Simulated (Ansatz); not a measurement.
¹¹⁹Sn Mössbauer parameters in SnS2 at a changed volume

Cell: a structure deposited in the COD, relaxed with PBE at fixed cell and then changed (volume scaled by 0.98, ions relaxed).

```xyz
3
Lattice="3.5808 0.0000 0.0000 -1.7904 3.1011 0.0000 0.0000 0.0000 5.4234" Properties=species:S:1:pos:R:3 pbc="T T T"
Sn    0.0000    0.0000    0.0000
S     1.7904    1.0337    3.9376
S     0.0000    2.0674    1.4857
```

Sites (sets of like atoms) are named by element and the number of their first atom in this list.

Method: Kohn–Sham DFT in Ansatz, PBE, plane waves and PAW, scalar-relativistic, 420 eV cutoff, Γ-centred 14×14×8 k-points, Fermi–Dirac smearing 0.02 eV.

Isomer shifts (against SnO₂) follow from the electron density at the nucleus, δ = α(ρ − ρ₀), with α = 0.099 mm s⁻¹ a₀³ and ρ₀ = 183191.44 a₀⁻³ from a line fitted to 8 measured compounds at this level of theory (rms miss 0.12 mm/s). ΔE_Q = ½eQV_zz(1 + η²/3)^½ with Q = -0.132 b for the 23.9 keV state.

Task: Give the isomer shift and quadrupole splitting of each Sn site.

Result: 

| site | atoms | first shell | ρ − ρ₀ (a₀⁻³) | δ (mm/s) | ΔE_Q (mm/s) | η |
| --- | --- | --- | --- | --- | --- | --- |
| Sn | 1 | 6 S at 2.55 Å | 10.6 | 1.05 | -0.05 | 0.00 |

The shift of Sn is between ionic Sn(IV) and covalent tin.

Without spin–orbit coupling (the program notes it for Sn) the gradients can shift somewhat, as the gap is small. At this changed cell the PBE pressure is 9 GPa.
